**Question.** I have a set of density functional results for 4H silicon carbide, squeezed and stretched around its equilibrium volume. At the most stretched volume I have only the setting, without results. Can the other rows tell me the energy, the pressure and the band gap there, and how far should I trust each answer? I also don't understand why the gap changes so little over the rows that I do have.

SiC (P6_3mc, 8 atoms in the cell), with cell shape and atoms relaxed at each volume, computed with Ansatz 0.2.0: PBE, plane-wave PAW, scalar-relativistic, no spin polarisation. Cutoff 420 eV, Gamma-centred 12×12×4 k mesh, Gaussian smearing of 0.02 eV. Energies count from the minimum of a third-order Birch-Murnaghan fit; positive pressure means compression.

| volume per atom (Å³/atom) | energy over minimum (meV/atom) | pressure (GPa) | band gap on mesh (eV) |
| --- | --- | --- | --- |
| 9.238 | 123.7 | 34.91 | 2.243 |
| 9.553 | 65.9 | 24.15 | 2.240 |
| 9.868 | 27.8 | 14.88 | 2.236 |
| 10.183 | 6.6 | 6.89 | 2.230 |
| 10.498 | 0.0 | 0.00 | 2.224 |
| 10.813 | 6.0 | -5.94 | 2.216 |
| 11.128 | 22.8 | -11.06 | 2.204 |
| 11.548 | ? | ? | ? |

**Answer.** The open row has 10 % more volume than the unstrained crystal, and the nearest known row has 6 % more. This is therefore a short extrapolation, but it leads into a region where the bonds are clearly weakened. Energy and pressure can be forecast closely, because both follow from how the bonds resist a change of length. The gap needs a separate argument and a wider margin.

**Why stretching is cheaper than squeezing**

Compare the rows at 9.868 and 11.128 Å³ per atom, which lie 6 % below and 6 % above equilibrium. The compressed crystal has gained 27.8 meV per atom, the stretched one only 22.8. When atoms are pushed together, their electron clouds overlap and the repulsion climbs steeply. When they are pulled apart, the attraction fades more gently, so each further bit of stretch adds less to the pull that is needed.

The pressure column shows the same fading. A negative pressure means that the crystal is being pulled equally from all sides. From 10.498 to 10.813 Å³ the pull grows by 5.94 GPa, but over the next equal step it grows by only 5.12. A spring that is harmonic in volume would add the same amount each time, so it must overestimate both the pull and the energy at large volume.

A better measure of deformation builds in this asymmetry. With $V$ the volume per atom and $V_0$ its value at zero pressure, the Birch-Murnaghan equation uses the strain

$$f=\tfrac12\left[(V_0/V)^{2/3}-1\right].$$

For equal changes of volume, $f$ is larger in compression than in expansion. The energy over the minimum, $E$, is then almost purely quadratic in $f$, and a small cubic term takes up the rest. A least-squares fit to the seven known energies gives, in meV per atom,

$$E = 62744\,f^2 - 5468\,f^3 .$$

The first coefficient is the stiffness in another guise and corresponds to a bulk modulus of 213 GPa. The second is small because the stiffness of SiC rises by about 4 GPa for each GPa of pressure, which is the very behaviour that the quadratic term in $f$ already contains.

**Forecast for energy and pressure**

At 11.548 Å³ the volume ratio $V_0/V$ is 10.498/11.548 = 0.9091, which makes $f=-0.0308$. The quadratic term gives 59.5 meV and the cubic term adds less than 0.2. The forecast is therefore about 59.6 meV per atom, with a range of ±1.0. A harmonic spring of the same bulk modulus would give 69.7, well outside that range.

The pressure is the negative slope of the energy curve, $P=-\mathrm{d}E/\mathrm{d}V$, so it needs no new constants. The forecast is about −16.8 GPa, with a range of ±0.3. The harmonic spring would pull with 21.3 GPa. Both ranges are wider than the scatter of the known rows, to leave room for a change in the bonding that milder strains do not reveal.

**Why the gap hardly moves**

Over all the known rows the gap shrinks by only 2.243 − 2.204 = 0.039 eV, although the volume grows by a fifth. The reason lies in which electronic states form the gap. In 4H SiC the highest filled states sit at the centre of the Brillouin zone, the lowest empty ones at a point M on its boundary. A change of volume shifts both energies, and the gap records only the difference between the shifts. The runs behind the table give both edges for the rows from 9.238 to 10.498 Å³. Over that range the filled edge sinks by 1.674 eV and the empty one by 1.693 eV, so the gap loses just 0.019 eV. The common part of the shift depends on where the program sets its zero of energy, but the difference does not.

In a tetrahedral semiconductor whose lowest empty state also lies at the zone centre, the cancellation is much poorer. That state is strongly antibonding and drops quickly when the atoms move apart, so the gap reacts more strongly. The empty state at M is expected to lie more in the open space between the atoms, which ties its energy less closely to the bond length. To guess the trend for a related crystal, one should therefore first ask where its band edges lie.

The small difference is not constant, however. Between the two most compressed rows the gap falls by 3 meV, and between the last two known rows, over the same change of volume, by 12. The shape of the hexagonal cell is unlikely to be the main cause: from the most compressed row to equilibrium, the ratio $c/a$ only moves from 3.271 to 3.274. The cause of the curvature remains open, but a forecast has to include it.

**Forecast for the gap**

Let $d=V/V_0-1$ be the relative change of volume. A least-squares fit of a straight term and one curvature term to the seven known gaps gives, in eV,

$$E_\mathrm{gap}=2.224-0.262\,d-0.86\,d^2 .$$

The middle coefficient is a deformation potential: near equilibrium, 1 % more volume lowers the gap by less than 3 meV. At $d=0.10$ the straight term takes away 0.026 eV and the curvature term 0.009. The forecast is a gap that falls again, to about 2.189 eV.

A trial on known ground shows how far to trust this. If the row at 11.128 Å³ is left out of the fit, the formula places its gap 3 meV too high. The forecast range is therefore 2.170 to 2.195 eV, with more room below than above. One reason is the steep last known step. The other is that a different pair of states may take over as band edges: the gap is always the smallest separation between filled and empty states, so such a switch can only pull it below the smooth continuation.

**The computed row**

The withheld rows as computed:

| volume per atom (Å³/atom) | energy over minimum (meV/atom) | pressure (GPa) | band gap on mesh (eV) |
| --- | --- | --- | --- |
| 11.548 | 59.6 | -16.80 | 2.190 |

The energy agrees with the forecast to the last printed digit, and the pressure differs by 0.03 GPa. Both ranges were far too generous. The harmonic spring overshoots the energy by about 10 meV, or 17 % of the computed value. The strain $f$ thus still describes the stretched crystal well where a spring constant taken at equilibrium has become a poor guide.

Is this agreement built in? The calculation does summarise its energies with a Birch-Murnaghan curve through all eight rows, but the table takes only the zero of energy from it. The listed energies are the separate computed points, and the pressures come from the stress in each run, not from the slope of the curve. Apart from the volume of zero pressure, the pressure forecast used only energies, so it was a real test. Its success suggests that the resistance to stretching changes smoothly up to this volume.

The gap is a separate test, since no equation of state describes it. It comes out at 2.190 eV, 1 meV above the forecast, a miss of one unit in the last printed digit. Simply continuing the last known slope would have given 2.188 eV, almost as close, so this row cannot tell the curved formula from a straight continuation. The extra room below was not needed. The steep last known step did not announce a faster fall: the final stretch lowers the gap by 14 meV over a somewhat larger change of volume, so the slope is about the same or slightly gentler. A switch to another pair of band edges would show as a kink, after which the gap falls faster. The final stretch shows no such steepening, although only the edge positions could rule out a switch.

**What this means in use**

The last three volumes in the table are reached by pulling, not by pressing, and the final one needs a pull of almost 17 GPa from all sides. Ordinary heating expands SiC by only one to two per cent in volume per thousand degrees. The stretched rows therefore probe the bonding; they don't describe a hot component. Real warming also makes the atoms vibrate, which changes the gap by itself and is absent from this calculation.

The change of the gap is more trustworthy here than its absolute value. PBE places the gap of SiC roughly 1 eV too low, and a smooth trend with volume does nothing to repair that. What can be carried away is the small response to a uniform change of volume. A strain along one direction only would need its own calculation, because it changes the shape of the cell in a way that these rows do not sample.
